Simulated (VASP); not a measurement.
CoO, 2 atoms in the cell. Symmetry: Fm-3m, No. 225, cubic system. The conventional cell has a = 4.263 Å, b = 4.263 Å, c = 4.263 Å, α = 90.00°, β = 90.00°, γ = 90.00°. Co (site symmetry m-3m) has 6 O at 2.13 Å as nearest neighbours. O (site symmetry m-3m) has 6 Co at 2.13 Å as nearest neighbours. 

| Quantity | Value |
| --- | --- |
| Program | VASP 6.6.1 |
| Task | single point |
| Functional | PBEsol |
| Potentials or basis | VASP PAW PBE potentials, release 64 (Co, O) |
| Cutoff | 520 eV |
| k mesh | 11 × 11 × 11 |
| Occupations | fermi-dirac, width 0.05 eV |
| Spin | collinear spin, ferromagnetic start |
| Starting moments | [2.0, 0.0] μB |
| Ladder | free |
| Further INCAR settings | ALGO = Normal; EDIFF = 1e-07; NBANDS = 18 |

Potentials or basis: VASP PAW PBE potentials, release 64 (Co, O).

Command:

```console
$ cat potpaw_PBE.64/Co/POTCAR potpaw_PBE.64/O/POTCAR > POTCAR
$ mpirun -np 1 vasp_std > vasp.out
```

Hardware: 1 thread of Intel(R) Xeon(R) 6975P-C (Granite Rapids), on a shared host.

Task: Estimate the wall time of this run.

Result: It took 18 s on 1 thread of Intel(R) Xeon(R) 6975P-C (Granite Rapids) (shared host), peak memory 0.16 GiB. Counts: scf iterations 18, k points 56.
